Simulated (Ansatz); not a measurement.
# Rhodium, dhcp under RPBE: structure, energy and stiffness, part 1 of 2

The plan for rhodium in the dhcp structure: relax it, solve it on a dense k-mesh, then scale the cell to 7 volumes from 88 to 112 % of the relaxed one and try a fit of the equation of state. Spin polarisation is left out. The k-meshes are 13×13×4 for the relaxation; 17×17×5 for the dense run; 15×15×4 for the volumes.

Program: Ansatz 0.2.0. Level of theory: DFT RPBE, plane waves (420 eV) with PAW, scalar-relativistic; PBE-made PAW files. These are calculated values, not measurements.

### Step 1. Starting point

The structure is hexagonal, space group P6_3/mmc (No. 194). The conventional cell has a = 2.689 Å, b = 2.689 Å, c = 8.783 Å, α = 90.00°, β = 90.00°, γ = 120.00°. Rh (site symmetry -3m) is surrounded by 12 Rh at 2.69 Å. Around Rh (site symmetry -6m2) lie 12 Rh at 2.69 Å.

As a file:

```cif
data_structure
_symmetry_space_group_name_H-M 'P 1'
_symmetry_Int_Tables_number 1
_cell_length_a 2.6892
_cell_length_b 2.6892
_cell_length_c 8.7829
_cell_angle_alpha 90.000
_cell_angle_beta 90.000
_cell_angle_gamma 120.000
_cell_volume 55.01
loop_
_atom_site_label
_atom_site_type_symbol
_atom_site_fract_x
_atom_site_fract_y
_atom_site_fract_z
_atom_site_occupancy
Rh1 Rh 0.00000 0.00000 0.00000 1
Rh2 Rh 0.00000 0.00000 0.50000 1
Rh3 Rh 0.33333 0.66667 0.25000 1
Rh4 Rh 0.66667 0.33333 0.75000 1
```

### Step 2. Relaxing cell and atoms

input.yaml

```yaml
crystal:
  lattice:
    - [2.6891940459, 0.0, 0.0]
    - [-1.3445970229, 2.3289103594, 0.0]
    - [0.0, 0.0, 8.7829077538]
  atoms:
    - { symbol: Rh, position: [0.0, 0.0, 0.0] }
    - { symbol: Rh, position: [0.0, 0.0, 0.5] }
    - { symbol: Rh, position: [0.3333333333, 0.6666666667, 0.25] }
    - { symbol: Rh, position: [0.6666666667, 0.3333333333, 0.75] }
hamiltonian:
  xc: rpbe
  pseudopotentials:
    kind: paw
    azcp:
      Rh: "pseudopotentials/Rh.paw.azcp"
basis:
  ecutwfc: 420
  fft_grid_basis: typed
kpoints:
  mp_grid: { grid: [13, 13, 4], shift: [0, 0, 0] }
magnetization:
  spin_polarized: false
scf:
  occupations: { method: fermi_dirac, width: 0.1 }
relax:
  max_steps: 60
  f_tol: 0.01
  cell: {}
output:
  write_density: true
  write_potential: true
  elf: true
  volumetric_format: npy
```

Output, shortened:

```text
Warning: RAYON_NUM_THREADS=2 ignored (pool sized by the plan → 2); use --threads N
[...]
Pseudopotentials: kind: paw
Pseudopotential: Rh, paw, valence charge 17, recommended cutoff 420 eV (normal), <dir>
Functional definition: RPBE
[...]
Crystal: 4 atoms, lattice volume = 55.006 Å³
Basis set: ecut = 420 eV, 1091 PW (Γ), exchange–correlation on 36×36×120 points (8 copies of the dense FFT grid, shifted against one another)
Bands: 41, of which v1, the nominal top of the filled ones, is band 34 counted from 1 (33 counted from 0)
Symmetry: 24 space group operations
Space group: P63/mmc (ITA 194), of the structure as read, at distance tolerance 3.8e-5 Å
k-points: 63 of 676
[...]
SCF iter   1: F=—  HF=-25641.439239 eV  |F-HF|=—  |Δ(HF+E_count)|=         —  Δρ=7.19e-3  dr2=1.13e-2  ethr=1.77e-3  ⟨swp⟩=5.8  Hψ=8611  notcnv=0  defer=5
[...]
relax step   1: F+E_penalty+E_count = -25641.44160864 eV  Δ(F+E_penalty+E_count) = +0.000e0 eV  max|allowed force component| = 1.850e-17 eV/Å  Δτ_max = 0.0000 Å  P = +11.330 GPa  Ω = 55.006 Å³  (6 SCF iters, dr2 threshold 1.00e-7 eV, accepted)
[...]
relax step   5: F+E_penalty+E_count = -25641.52181043 eV  Δ(F+E_penalty+E_count) = +8.665e-6 eV  max|allowed force component| = 6.939e-18 eV/Å  Δτ_max = 0.0000 Å  P = +0.000 GPa  Ω = 57.437 Å³  energy of the carried Pulay correction = -2.036e-3 eV  (7 SCF iters, accepted)
[...]
relax step   6: F+E_penalty+E_count = -25641.52368710 eV  Δ(F+E_penalty+E_count) = -1.877e-3 eV  max|allowed force component| = 9.252e-18 eV/Å  Δτ_max = 0.0000 Å  P = -0.016 GPa  Ω = 57.437 Å³  stress off target by 1.61e-2 GPa  SCF on the basis re-selected at this cell (its energy is not [...]
SCF converged after 6 iterations
Free energy (F): -25641.523687 eV
[...]
E sigma→0 (E₀):  -25641.419015 eV
Entropy (-TS):   -0.209345 eV (-52.336 meV/atom)
Fermi energy:    21.280880 eV
[...]
--- Forces (eV/Å), atoms counted from 1 ---
  atom   1  Rh     0.00000000     0.00000000    -0.00000000
  atom   2  Rh     0.00000000    -0.00000000     0.00000000
  atom   3  Rh     0.00000000    -0.00000000    -0.00000000
  atom   4  Rh     0.00000000     0.00000000     0.00000000
[...]
--- Stress (GPa, compression-positive) ---
       -0.015564       0.000000      -0.000000
        0.000000      -0.015564       0.000000
       -0.000000       0.000000      -0.016068
  P = ⅓ Tr σ = -0.0157 GPa (-0.157 kbar)
--- Band table (eV; the first three rows and the last of 63) ---
[...]
--- Relaxed structure (5 steps of the walk, 5 accepted, 1 SCFs on fresh bases) ---
  F+E_penalty+E_count = -25641.52368710 eV   max|allowed force component| = 9.252e-18 eV/Å   (the final SCF, on the basis selected at the relaxed cell)
  cell:  # Å, volume = 57.4367 Å³
    - [2.729642545280391, -2.930167996801257e-11, 0.0]
    - [-1.3648212726148197, 2.3639397874782846, 0.0]
    - [0.0, 0.0, 8.90117863466902]
  atoms:
    - { symbol: Rh, position: [8.370687123268735e-35, -2.170516848438472e-34, 1.94602879976566e-104] }
    - { symbol: Rh, position: [1.880937596928709e-34, -2.4496717477472332e-36, 0.5000000000000001] }
    - { symbol: Rh, position: [0.33333333333333337, 0.6666666666666669, 0.25000000000000006] }
    - { symbol: Rh, position: [0.666666666666667, 0.3333333333333334, 0.7500000000000003] }
```

Wall time 15 s (2 threads of Arm Neoverse V2, shared host); peak memory 0.4 GiB.

The walk, from the log:

```
step  energy change (meV/atom)  largest force (eV/Å)  pressure (GPa)  volume (Å³/atom)
   1                      0.00                0.0000           11.33            13.752
   2                     -7.75                0.0000           -7.34            14.860
   3                    -19.91                0.0000           -0.72            14.404
   4                    -20.05                0.0000            0.06            14.356
   5                    -20.05                0.0000            0.00            14.359
   6                    -20.52                0.0000           -0.02            14.359
```

Steps that repeat a cell are solved on a basis chosen anew, so their changes of energy are no gain of the relaxation.

The cell of the run, before and after:

|  | before | after | change |
| --- | --- | --- | --- |
| a (Å) | 2.689 | 2.730 | +1.5 % |
| b (Å) | 2.689 | 2.730 | +1.5 % |
| c (Å) | 8.783 | 8.901 | +1.3 % |
| volume (Å³/atom) | 13.752 | 14.359 | +4.4 % |
| shortest distance (Å) | 2.689 | 2.727 | +1.4 % |
| space group (spins left aside) | P6_3/mmc | P6_3/mmc | same |

### Step 3. The energy on a finer k-mesh

input.yaml

```yaml
crystal:
  lattice:
    - [2.7296425453, 0.0, 0.0]
    - [-1.3648212726, 2.3639397875, 0.0]
    - [0.0, 0.0, 8.9011786347]
  atoms:
    - { symbol: Rh, position: [0.0, 1.0, 0.0] }
    - { symbol: Rh, position: [0.0, 1.0, 0.5] }
    - { symbol: Rh, position: [0.3333333333, 0.6666666667, 0.25] }
    - { symbol: Rh, position: [0.6666666667, 0.3333333333, 0.75] }
hamiltonian:
  xc: rpbe
  pseudopotentials:
    kind: paw
    azcp:
      Rh: "pseudopotentials/Rh.paw.azcp"
basis:
  ecutwfc: 420
  fft_grid_basis: typed
kpoints:
  mp_grid: { grid: [17, 17, 5], shift: [0, 0, 0] }
magnetization:
  spin_polarized: false
scf:
  occupations: { method: fermi_dirac, width: 0.1 }
output:
  write_density: true
  write_potential: true
  elf: true
  volumetric_format: npy
```

Output, shortened:

```text
Warning: RAYON_NUM_THREADS=2 ignored (pool sized by the plan → 2); use --threads N
[...]
Pseudopotentials: kind: paw
Pseudopotential: Rh, paw, valence charge 17, recommended cutoff 420 eV (normal), <dir>
Functional definition: RPBE
[...]
Crystal: 4 atoms, lattice volume = 57.437 Å³
Basis set: ecut = 420 eV, 1151 PW (Γ)
Bands: 41, of which v1, the nominal top of the filled ones, is band 34 counted from 1 (33 counted from 0)
Symmetry: 24 space group operations
Space group: P63/mmc (ITA 194), of the structure as read, at distance tolerance 3.9e-5 Å
k-points: 99 of 1445
[...]
SCF iter   1: F=—  HF=-25641.518120 eV  |F-HF|=—  |Δ(HF+E_count)|=         —  Δρ=6.81e-3  dr2=1.18e-2  ethr=1.77e-3  ⟨swp⟩=5.5  Hψ=13022  notcnv=0  defer=11
[...]
SCF iter   6: F=-25641.520364 eV  HF=-25641.520364 eV  |F-HF|=6.04e-10  |Δ(HF+E_count)|=   3.19e-8  Δρ=4.30e-6  dr2=7.35e-9  ethr=1.47e-10  ⟨swp⟩=3.1  Hψ=8462  notcnv=0
[...]
SCF converged after 6 iterations
Free energy (F): -25641.520364 eV
[...]
E sigma→0 (E₀):  -25641.415786 eV
Entropy (-TS):   -0.209157 eV (-52.289 meV/atom)
Fermi energy:    21.281682 eV
[...]
--- Band table (eV; the first three rows and the last of 99) ---
[...]
```

Run time: 3.9 s. Hardware: 2 threads of Arm Neoverse V2, shared host; peak memory 0.42 GiB.

Density in a lattice plane of the grid's cell (edges 2.73 and 8.90 Å, at 0.000 of the third edge), which holds Rh.

Ten even steps from '0' (0.23 e/Å³) to '9' (15.09 e/Å³):
```
53100013
00000000
00000000
00000000
00001000
00000000
00000000
00000000
53100013
96200026
53100013
00000000
00000000
00000000
00001000
00000000
00000000
00000000
53100013
96200026
```
Columns run along the first of these edges and rows up along the second, over one cell in 8 and 20 even steps from the bottom left corner. Atoms in the plane (fractional): Rh at (0.00, 0.00), Rh at (0.00, 0.50).

ELF in the same plane.

Ten even steps from ' ' (0.19) to '@' (0.77):
```
@@%%==      ==%%
::..          ..
                
..    ..::..    
..    --==--    
..    ..::..    
                
::..          ..
@@%%==      ==%%
@@@@**......**@@
@@%%==      ==%%
::..          ..
                
..    ..::..    
..    --==--    
..    ..::..    
                
::..          ..
@@%%==      ==%%
@@@@**......**@@
```
Columns run along the first of these edges and rows up along the second, over one cell in 8 and 20 even steps from the bottom left corner. Atoms in the plane (fractional): Rh at (0.00, 0.00), Rh at (0.00, 0.50).

Both are smooth fields of the valence electrons: close to the nuclei they are not physical.

### Step 4. Equation of state: 88 %

input.yaml

```yaml
crystal:
  lattice:
    - [2.6157726988, 0.0, 0.0]
    - [-1.3078863494, 2.2653256077, 0.0]
    - [0.0, 0.0, 8.5298568123]
  atoms:
    - { symbol: Rh, position: [0.0, 1.0, 0.0] }
    - { symbol: Rh, position: [0.0, 1.0, 0.5] }
    - { symbol: Rh, position: [0.3333333333, 0.6666666667, 0.25] }
    - { symbol: Rh, position: [0.6666666667, 0.3333333333, 0.75] }
hamiltonian:
  xc: rpbe
  pseudopotentials:
    kind: paw
    azcp:
      Rh: "pseudopotentials/Rh.paw.azcp"
basis:
  ecutwfc: 420
  fft_grid_basis: typed
kpoints:
  mp_grid: { grid: [15, 15, 4], shift: [0, 0, 0] }
magnetization:
  spin_polarized: false
scf:
  occupations: { method: fermi_dirac, width: 0.1 }
  lower_state_search: "off"
output:
  stress: true
```

Output, shortened:

```text
Warning: RAYON_NUM_THREADS=2 ignored (pool sized by the plan → 2); use --threads N
[...]
Pseudopotentials: kind: paw
Pseudopotential: Rh, paw, valence charge 17, recommended cutoff 420 eV (normal), <dir>
Functional definition: RPBE
[...]
Crystal: 4 atoms, lattice volume = 50.544 Å³
Basis set: ecut = 420 eV, 1019 PW (Γ)
Bands: 41, of which v1, the nominal top of the filled ones, is band 34 counted from 1 (33 counted from 0)
Symmetry: 24 space group operations
Space group: P63/mmc (ITA 194), of the structure as read, at distance tolerance 3.7e-5 Å
k-points: 81 of 900
[...]
SCF iter   1: F=—  HF=-25640.728226 eV  |F-HF|=—  |Δ(HF+E_count)|=         —  Δρ=7.99e-3  dr2=1.44e-2  ethr=1.77e-3  ⟨swp⟩=5.8  Hψ=11401  notcnv=0  defer=8
[...]
SCF iter   6: F=-25640.732565 eV  HF=-25640.732565 eV  |F-HF|=9.12e-9  |Δ(HF+E_count)|=   1.62e-8  Δρ=5.80e-6  dr2=1.53e-8  ethr=1.47e-10  ⟨swp⟩=4.0  Hψ=10607  notcnv=0
[...]
SCF converged after 6 iterations
Free energy (F): -25640.732565 eV
[...]
E sigma→0 (E₀):  -25640.651842 eV
Entropy (-TS):   -0.161447 eV (-40.362 meV/atom)
Fermi energy:    25.030374 eV
[...]
--- Stress (GPa, compression-positive) ---
       41.581462       0.000000       0.000000
       -0.000000      41.581462       0.000000
        0.000000       0.000000      42.137163
  P = ⅓ Tr σ = 41.7667 GPa (417.667 kbar)
```

Run time: 2.6 s. Hardware: 2 threads of Arm Neoverse V2, shared host; peak memory 0.38 GiB.

(Continued in part 2 of 2.)
